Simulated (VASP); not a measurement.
## Si: relaxation of cell and atoms with PBEsol

Crystal: Si.

```
CELL_PARAMETERS angstrom
0.00000 2.71356 2.71356
2.71356 0.00000 2.71356
2.71356 2.71356 0.00000
ATOMIC_POSITIONS crystal
Si 0.75000 0.75000 0.75000
Si 0.50000 0.50000 0.50000
```

| Item | Value |
| --- | --- |
| Program | VASP 6.6.1 |
| Task | relaxation of cell and atoms |
| Functional | PBEsol |
| Potentials or basis | VASP PAW PBE potentials, release 64 (Si) |
| Cutoff | 600 eV |
| k mesh | 10 × 10 × 10 |
| Occupations | gaussian, width 0.03 eV |
| Spin | no spin polarisation |
| Further INCAR settings | ALGO = Normal; EDIFF = 1e-06; IBRION = 2; EDIFFG = -0.01; NSW = 90; ISIF = 3 |

```yaml
Relaxed_volume: 20.08 Å³/atom
Relaxed_cell: a = 3.844 Å, b = 3.844 Å, c = 3.844 Å, α = 60.00°, β = 60.00°, γ = 60.00°
Space_group_after_relaxing_to_0.05_Å: Fd-3m (No. 227)
Energy_gained_by_relaxing: 0.1 meV/atom
Ionic_steps: 3
Pressure_after_relaxing: 0.0 GPa
Band_gap_on_the_k_mesh: 0.47 eV, indirect (least direct gap 2.52 eV)
```

The path:
```csv
step,energy change (eV),largest force (eV/Å),pressure (GPa),volume (Å³)
1,0.0000,0.0000,0.46,39.96
2,-0.0001,0.0000,-0.32,40.29
3,-0.0003,0.0000,0.00,40.15
```

Final structure:
```
CELL_PARAMETERS angstrom
0.00000 2.71785 2.71785
2.71785 0.00000 2.71785
2.71785 2.71785 0.00000
ATOMIC_POSITIONS crystal
Si 0.75000 0.75000 0.75000
Si 0.50000 0.50000 0.50000
```

Levels at points of the mesh, in eV from the valence-band top:
| k point | band 1 | band 2 | band 3 | band 4 | band 5 | band 6 | band 7 | band 8 |
| --- | --- | --- | --- | --- | --- | --- | --- | --- |
| (0.00, 0.00, 0.00) | -11.97 | 0.00 | 0.00 | 0.00 | 2.52 | 2.52 | 2.52 | 3.29 |
| (0.50, 0.00, 0.00) | -9.63 | -7.00 | -1.20 | -1.20 | 1.46 | 3.27 | 3.27 | 7.51 |
| (0.50, 0.50, 0.00) | -7.82 | -7.82 | -2.87 | -2.87 | 0.59 | 0.59 | 10.04 | 10.04 |

Wall time 19 s on 1 thread of Intel(R) Xeon(R) Platinum 8259CL CPU @ 2.50GHz (Skylake/Cascade Lake) (shared host), peak memory 0.17 GiB.

Caveat: the PAW data sets were made with another functional, which shifts forces and pressure a little. As with any semilocal functional, this PBEsol gap is likely too small.
